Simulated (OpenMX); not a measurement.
Input of an OpenMX 3.8.5 run:

Contents of run.py:

```python
from ase import Atoms
from ase.calculators.openmx import OpenMX
from ase.calculators.mixing import SumCalculator
from dftd4.ase import DFTD4

atoms = Atoms(['Cd', 'O'],
              cell=[[0.0, 2.3495, 2.3495], [2.3495, 0.0, 2.3495], [2.3495, 2.3495, 0.0]],
              scaled_positions=[[0.0, 0.0, 0.0], [0.5, 0.5, 0.5]],
              pbc=True)

def calculator():
    omx = OpenMX(
        label='CdO',
        command='openmx',
        nohup=True,
        xc='GGA-PBE',
        kpts=(7, 7, 7),
        system_currentdirectory='./',
        data_path='./DFT_DATA13',
        level_of_fileout=0,
        definition_of_atomic_species=[['Cd', 'Cd7.0-s3p2d2', 'Cd_PBE13'], ['O', 'O6.0-s2p2d1', 'O_PBE13']],
        atoms_speciesandcoordinates_unit='Ang',
        atoms_speciesandcoordinates=[['1', 'Cd', '0', '0', '0', 6.0, 6.0], ['2', 'O', '0', '0', '0', 3.0, 3.0]],
        scf_spinpolarization='off',
        scf_electronictemperature=580.226,
        scf_energycutoff=500.0,
        scf_maxiter=100,
        scf_eigenvaluesolver='band',
        scf_mixing_type='rmm-diisk',
        scf_init_mixing_weight=0.05,
        scf_min_mixing_weight=0.001,
        scf_max_mixing_weight=0.3,
        scf_mixing_history=25,
        scf_mixing_startpulay=8,
        scf_criterion=1e-08,
    )
    return SumCalculator([omx, DFTD4(method='pbe')])

atoms.calc = calculator()
print('stress_eV_A3', atoms.get_stress().round(8).tolist())
print('forces_eV_A', atoms.get_forces().round(6).tolist())
print('energy_eV', round(atoms.get_potential_energy(), 6))
print('dispersion_eV', round(atoms.calc.mixer.calcs[1].get_potential_energy(atoms), 6))
```

Potentials or basis: OpenMX 2013 PBE set, Cd7.0-s3p2d2, O6.0-s2p2d1, grid cutoff 500 Ry.

Launch:

```bash
$ python run.py > run.log
```

(1) Estimate the Mulliken charges.

(2) Estimate the dispersion energy per atom.

Answers

(1) Cd +0.50; O -0.50 e.

(2) -0.314 eV.

Caveat: the basis of atomic orbitals isn't converged, which shifts pressures, moduli and gaps.
